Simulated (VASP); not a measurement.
# TePb (Fm-3m) in VASP: notebook

The runs below take TePb through relaxation of cell and atoms, with PBE.

All numbers are computed with VASP 6.6.1; they aren't measurements. Logs are shortened: lines on timing, memory, paths and dates and some standing lists are left out, and cuts for length are marked.

## Step 1: The structure

The structure is cubic, space group Fm-3m (No. 225). Conventional cell: a = 6.462 Å, b = 6.462 Å, c = 6.462 Å, α = 90.00°, β = 90.00°, γ = 90.00°. Pb (site symmetry m-3m) is surrounded by 6 Te at 3.23 Å. Around Te (site symmetry m-3m) lie 6 Pb at 3.23 Å.

## Step 2: Relaxation of cell and atoms, PBE

The input, INCAR:

```
PREC     = Accurate       # precision mode
ENCUT    = 680            # plane-wave cutoff, eV
EDIFF    = 1E-7           # SCF threshold, eV
ISMEAR   = -1             # smearing method
SIGMA    = 0.05           # smearing width, eV
LREAL    = False          # projectors in reciprocal space
LASPH    = True           # aspherical terms in the spheres
NELM     = 80             # most SCF steps
ALGO     = Fast           # electronic algorithm
ISIF     = 3              # what is computed and relaxed
LWAVE    = False          # write WAVECAR
LCHARG   = False          # write CHGCAR
GGA      = PE             # functional
IBRION   = 2              # ionic algorithm
NSW      = 40             # ionic steps
EDIFFG   = -0.005         # ionic threshold
```

The input, KPOINTS:

```
regular mesh
0
Gamma
  7 7 7
```

The input, POSCAR:

```
TePb
1.0
    0.0000000000      3.2310000000      3.2310000000
    3.2310000000      0.0000000000      3.2310000000
    3.2310000000      3.2310000000      0.0000000000
Pb Te
1 1
Direct
    0.0000000000      0.0000000000      0.0000000000
    0.5000000000      0.5000000000      0.5000000000
```

Potentials or basis: VASP PAW PBE potentials, release 64 (Pb_d_GW, Te_GW).

Command:

```bash
$ cat potpaw_PBE.64/Pb_d_GW/POTCAR potpaw_PBE.64/Te_GW/POTCAR > POTCAR
$ mpirun -np 1 vasp_std > vasp.out
```

OUTCAR:

```text
PREC = Accurate
   ENCUT = 680
   EDIFF = 1E-7
   ISMEAR = -1
   LREAL = False
   LASPH = True
   NELM = 80
   ISIF = 3
   GGA = PE
   IBRION = 2
   NSW = 40
   EDIFFG = -0.005

 ion  position               nearest neighbor table
   1  0.000  0.000  0.000-   2 3.23   2 3.23   2 3.23   2 3.23   2 3.23   2 3.23
   2  0.500  0.500  0.500-   1 3.23   1 3.23   1 3.23   1 3.23   1 3.23   1 3.23

  LATTYP: Found a face centered cubic cell.
 ALAT       =     6.4620000000

  Lattice vectors:

 A1 = (   0.0000000000,   3.2310000000,   3.2310000000)
 A2 = (   3.2310000000,   0.0000000000,   3.2310000000)
 A3 = (   3.2310000000,   3.2310000000,   0.0000000000)

Analysis of symmetry for initial positions (statically):
=====================================================================
 Subroutine PRICEL returns:
 Original cell was already a primitive cell.

 Routine SETGRP: Setting up the symmetry group for a
 face centered cubic supercell.

 Subroutine GETGRP returns: Found 48 space group operations
 (whereof 48 operations were pure point group operations)
 out of a pool of 48 trial point group operations.

The static configuration has the point symmetry O_h .

Analysis of symmetry for dynamics (positions and initial velocities):
=====================================================================
 Subroutine PRICEL returns:
 Original cell was already a primitive cell.

 Routine SETGRP: Setting up the symmetry group for a
 face centered cubic supercell.

 Subroutine GETGRP returns: Found 48 space group operations
 (whereof 48 operations were pure point group operations)
 out of a pool of 48 trial point group operations.

The dynamic configuration has the point symmetry O_h .

 Subroutine INISYM returns: Found 48 space group operations
 (whereof 48 operations are pure point group operations),
 and found     1 'primitive' translations

----------------------------------------------------------------------------------------

                                     Primitive cell

  volume of cell :      67.4592

  direct lattice vectors                    reciprocal lattice vectors
     0.000000000  3.231000000  3.231000000    -0.154750851  0.154750851  0.154750851
     3.231000000  0.000000000  3.231000000     0.154750851 -0.154750851  0.154750851
     3.231000000  3.231000000  0.000000000     0.154750851  0.154750851 -0.154750851

  length of vectors
     4.569324020  4.569324020  4.569324020     0.268036337  0.268036337  0.268036337

  position of ions in fractional coordinates (direct lattice)
     0.000000000  0.000000000  0.000000000
     0.500000000  0.500000000  0.500000000

  ion indices of the primitive-cell ions
   primitive index   ion index
                 1           1
                 2           2

----------------------------------------------------------------------------------------

 KPOINTS: regular mesh

Automatic generation of k-mesh.
 Grid dimensions read from file:
 generate k-points for:    7    7    7

 Generating k-lattice:

  Cartesian coordinates                     Fractional coordinates (reciprocal lattice)
    -0.022107264  0.022107264  0.022107264     0.142857143  0.000000000  0.000000000
     0.022107264 -0.022107264  0.022107264     0.000000000  0.142857143  0.000000000
     0.022107264  0.022107264 -0.022107264     0.000000000  0.000000000  0.142857143

  Length of vectors
     0.038290905  0.038290905  0.038290905

  Shift w.r.t. Gamma in fractional coordinates (k-lattice)
     0.000000000  0.000000000  0.000000000

 Subroutine IBZKPT returns following result:
 ===========================================

 Found     20 irreducible k-points:

 Following reciprocal coordinates:
            Coordinates               Weight
  0.000000  0.000000  0.000000      1.000000
  0.142857  0.000000  0.000000      8.000000
  0.285714  0.000000  0.000000      8.000000
  0.428571  0.000000  0.000000      8.000000
  0.142857  0.142857  0.000000      6.000000
  0.285714  0.142857  0.000000     24.000000
[... 12 lines left out ...]
 -0.428571  0.428571  0.142857     24.000000
 -0.285714  0.428571  0.142857     24.000000
   k-points           NKPTS =     20   k-points in BZ     NKDIM =     20   number of bands    NBANDS=     15
   number of dos      NEDOS =    301   number of ions     NIONS =      2
   total plane-waves  NPLWV =  64000
   dimension x,y,z NGX =    40 NGY =   40 NGZ =   40
   dimension x,y,z NGXF=    80 NGYF=   80 NGZF=   80
   ions per type =               1   1
   NGX,Y,Z   is equivalent  to a cutoff of  14.55, 14.55, 14.55 a.u.
   NGXF,Y,Z  is equivalent  to a cutoff of  29.11, 29.11, 29.11 a.u.
 SYSTEM =  unknown system
   PREC   = accura    normal or accurate (medium, high low for compatibility)
   ISTART =      0    job   : 0-new  1-cont  2-samecut
   ICHARG =      2    charge: 1-file 2-atom 10-const
   ISPIN  =      1    spin polarized calculation?
   LNONCOLLINEAR =      F non collinear calculations
   LSORBIT =      F    spin-orbit coupling
   LASPH  =      T    aspherical Exc in radial PAW
   ENCUT  =  680.0 eV  49.98 Ry    7.07 a.u.   9.72  9.72  9.72*2*pi/ulx,y,z
   NELM   =     80;   NELMIN=  2; NELMDL= -5     # of ELM steps
   EDIFF  = 0.1E-06   stopping-criterion for ELM
   LREAL  =      F    real-space projection
   EDIFFG = -.5E-02   stopping-criterion for IOM
   NSW    =     40    number of steps for IOM
   IBRION =      2    ionic relax: 0-MD 1-quasi-New 2-CG
   NFREE  =      1    steps in history (QN), initial steepest desc. (CG)
   ISIF   =      3    stress and relaxation
   ISYM   =      2    0-nonsym 1-usesym 2-fastsym
   POTIM  = 0.5000    time-step for ionic-motion
   TEBEG  =    0.0;   TEEND  =   0.0 temperature during run
   PSTRESS=    0.0 pullay stress
   NELECT =      22.0000    total number of electrons
   NUPDOWN=      -1.0000    fix difference up-down
   EMIN   =  10.00;   EMAX   =-10.00  energy-range for DOS
   EFERMI =   0.00;   METHOD = LEGACY
   ISMEAR =    -1;   SIGMA  =   0.05  broadening in eV -4-tet -1-fermi 0-gaus
   EFERMI_NEDOS =   21; number of points for ismear=-14 and -15
   IALGO  =     68    algorithm
   IMIX   =      4    mixing-type and parameters
     AMIX     =   0.40;   BMIX     =  1.00
     AMIX_MAG =   1.60;   BMIX_MAG =  1.00
  volume/ion in A,a.u.               =      33.73       227.62
  Fermi-wavevector in a.u.,A,eV,Ry     =   1.126857  2.129451 17.276766  1.269806
  Thomas-Fermi vector in A             =   2.263541
   LORBIT       =      0    0 simple, 1 ext, 2 COOP (PROOUT), +10 PAW based schemes
   GGA     = PE    functional components
   LHFCALC =     F    Hartree Fock is set to
   AEXX    =    0.0000 exact exchange contribution
   IVDW    =     0    specifies the selected vdW correction
   LEPSILON=     F    determine dielectric tensor
   LRPA    =     F    only Hartree local field effects (RPA)
 conjugate gradient relaxation of ions
 non-spin polarized calculation
 RMM-DIIS sequential band-by-band and
  energy-cutoff  :      680.00
  volume of cell :       67.46
 maximum number of plane-waves:      2738
   NGX = 19   NGY = 19   NGZ = 19

--------------------------------------- Ionic step        1  -------------------------------------------

 number of electron      21.9999998 magnetization

 Free energy of the ion-electron system (eV)
  ---------------------------------------------------
  ext. energy  EPLUGINS =         0.00000000
  ---------------------------------------------------
  free energy    TOTEN  =        -7.50188446 eV

  energy without entropy =       -7.50188195  energy(sigma->0) =       -7.50188320

------------------------ aborting loop because EDIFF is reached ----------------------------------------

  FORCE on cell =-STRESS in cart. coord.  units (eV):
  Direction    XX          YY          ZZ          XY          YZ          ZX
  --------------------------------------------------------------------------------------
  -------------------------------------------------------------------------------------
  Total        0.8733979      0.8733979      0.8733979      0.0000000      0.0000000      0.0000000
  in kB       20.7434907     20.7434907     20.7434907      0.0000000      0.0000000      0.0000000
  external PRESSURE =      20.7434907 kB  Pullay stress =       0.0000000 kB

 VOLUME and BASIS-vectors are now :
 -----------------------------------------------------------------------------
  energy-cutoff  :      680.00
  volume of cell :       67.46
      direct lattice vectors                 reciprocal lattice vectors
     0.000000000  3.231000000  3.231000000    -0.154750851  0.154750851  0.154750851
     3.231000000  0.000000000  3.231000000     0.154750851 -0.154750851  0.154750851
     3.231000000  3.231000000  0.000000000     0.154750851  0.154750851 -0.154750851
[... 109 lines left out ...]
 POSITION                                       TOTAL-FORCE (eV/Angst)
 -----------------------------------------------------------------------------------
      0.00000      0.00000      0.00000        -0.000000     -0.000000     -0.000000
      3.28443      3.28443      3.28443         0.000000      0.000000      0.000000
 -----------------------------------------------------------------------------------
    total drift:                                0.000000     -0.000000     -0.000000

  FREE ENERGIE OF THE ION-ELECTRON SYSTEM (eV)
  ---------------------------------------------------
  free  energy   TOTEN  =        -7.5225244885 eV

  energy  without entropy=       -7.5225229634  energy(sigma->0) =       -7.52252373

--------------------------------------- Ionic step        5  -------------------------------------------

 number of electron      22.0000002 magnetization

 Free energy of the ion-electron system (eV)
  ---------------------------------------------------
  ext. energy  EPLUGINS =         0.00000000
  ---------------------------------------------------
  free energy    TOTEN  =        -7.52253158 eV

  energy without entropy =       -7.52253004  energy(sigma->0) =       -7.52253081

 E-fermi :   3.9538     XC(G=0):  -9.1394

 val. band max:        3.4042452155   @ k =   0.4286   0.0000   0.0000
 cond. band min:       4.4797928709   @ k =   0.4286   0.0000   0.0000
 fundamental gap:      1.0755476554
 Fermi energy:         3.9538159470

 k-point     1 :       0.0000    0.0000    0.0000
  band No.  band energies     occupation
      1    -135.8146      2.00000
      2     -13.1027      2.00000
      3     -13.1027      2.00000
      4     -13.0971      2.00000
      5     -13.0971      2.00000
      6     -13.0971      2.00000
      7      -8.1306      2.00000
      8      -2.2185      2.00000
      9       2.3342      2.00000
     10       2.3342      2.00000
     11       2.3342      2.00000
     12       7.5211      0.00000
     13       7.5211      0.00000
     14       7.5211      0.00000
     15       9.4321      0.00000
[... 362 lines left out ...]
 POSITION                                       TOTAL-FORCE (eV/Angst)
 -----------------------------------------------------------------------------------
      6.56703      3.28351      3.28351         0.000000      0.000000      0.000000
      3.28351      3.28351      3.28351        -0.000000      0.000000     -0.000000
 -----------------------------------------------------------------------------------
    total drift:                                0.000000     -0.000000     -0.000000

  FREE ENERGIE OF THE ION-ELECTRON SYSTEM (eV)
  ---------------------------------------------------
  free  energy   TOTEN  =        -7.5225315779 eV

  energy  without entropy=       -7.5225300414  energy(sigma->0) =       -7.52253081

 reached required accuracy - stopping structural energy minimisation
```

It took 2.9 min on 1 thread of Intel Xeon Platinum 8375C at 2.90GHz (Ice Lake), shared host; peak memory 0.28 GiB.

Results:

* Free energy: -7.5225 eV
* Relaxed volume: 35.40 Å³/atom
* Relaxed cell: a = 4.644 Å, b = 4.644 Å, c = 4.644 Å, α = 60.00°, β = 60.00°, γ = 60.00°
* Space group after relaxing (to 0.05 Å): Fm-3m (No. 225)
* Energy gained by relaxing: 10.3 meV/atom
* Ionic steps: 5
* Pressure after relaxing: 0.0 GPa

The path:
```csv
step,energy change (eV),largest force (eV/Å),pressure (GPa),volume (Å³)
1,0.0000,0.0000,2.07,67.46
2,-0.0189,0.0000,-0.53,71.81
3,-0.0206,0.0000,0.04,70.79
4,-0.0206,0.0000,-0.03,70.86
5,-0.0206,0.0000,-0.02,70.80
```

Final structure:
```cif
data_structure
_symmetry_space_group_name_H-M 'P 1'
_symmetry_Int_Tables_number 1
_cell_length_a 4.6436
_cell_length_b 4.6436
_cell_length_c 4.6436
_cell_angle_alpha 60.000
_cell_angle_beta 60.000
_cell_angle_gamma 60.000
_cell_volume 70.80
loop_
_atom_site_label
_atom_site_type_symbol
_atom_site_fract_x
_atom_site_fract_y
_atom_site_fract_z
_atom_site_occupancy
Pb1 Pb 0.00000 0.00000 0.00000 1
Te1 Te 0.50000 0.50000 0.50000 1
```

Levels at points of the mesh, in eV from the Fermi level:
```
           k point  band 7  band 8  band 9  band 10  band 11  band 12  band 13  band 14  band 15
(0.00, 0.00, 0.00)  -12.08   -6.17   -1.62    -1.62    -1.62     3.57     3.57     3.57     5.48
```

Caveat: this odd mesh misses L, where the gap lies, so gap, dielectric constants and Born charges aren't listed. Spin-orbit coupling is left out, which matters for the levels of Pb, Te.

## Step 3: Relaxation of cell and atoms, PBE

The input, INCAR:

```
SYSTEM = TePb
PREC = Accurate ; ENCUT = 630
EDIFF = 1E-7 ; ISMEAR = -1
SIGMA = 0.05 ; LREAL = .False.
LASPH = .True. ; NELM = 100
ALGO = Normal ; ISIF = 3
LWAVE = .False. ; LCHARG = .False.
GGA = PE ; IBRION = 2
NSW = 40 ; EDIFFG = -0.01
```

The input, KPOINTS:

```
Automatic mesh
0
Gamma
  7 7 7
  0 0 0
```

POSCAR is that of step 2.

Potentials or basis: VASP PAW PBE potentials, release 64 (Pb_d_GW, Te_GW).

Command:

```bash
$ cat potpaw_PBE.64/Pb_d_GW/POTCAR potpaw_PBE.64/Te_GW/POTCAR > POTCAR
$ mpirun -np 1 vasp_std > vasp.out
```

It took 76 s on 1 thread of Intel Xeon Platinum 8375C at 2.90GHz (Ice Lake), shared host; peak memory 0.27 GiB.

The run converged. Its results:

```yaml
Free_energy: -7.5225 eV
Relaxed_volume: 35.39 Å³/atom
Relaxed_cell: a = 4.643 Å, b = 4.643 Å, c = 4.643 Å, α = 60.00°, β = 60.00°, γ = 60.00°
Space_group_after_relaxing_to_0.05_Å: Fm-3m (No. 225)
Energy_gained_by_relaxing: 10.3 meV/atom
Ionic_steps: 3
Pressure_after_relaxing: 0.0 GPa
```

The path:
```
step  energy change (eV)  largest force (eV/Å)  pressure (GPa)  volume (Å³)
   1              0.0000                0.0000            2.08        67.46
   2             -0.0188                0.0000           -0.55        71.82
   3             -0.0206                0.0000            0.01        70.78
```

Final structure:
```
CELL_PARAMETERS angstrom
0.00000 3.28314 3.28314
3.28314 0.00000 3.28314
3.28314 3.28314 0.00000
ATOMIC_POSITIONS crystal
Pb 0.00000 0.00000 0.00000
Te 0.50000 0.50000 0.50000
```

Levels at points of the mesh, in eV from the Fermi level:
```csv
k point,band 9,band 10,band 11,band 12,band 13,band 14
"(0.00, 0.00, 0.00)",-1.62,-1.62,-1.62,3.57,3.57,3.57
```

Caveat: this odd mesh misses L, where the gap lies, so gap, dielectric constants and Born charges aren't listed. PBE usually gives volumes a little too large and moduli too small.
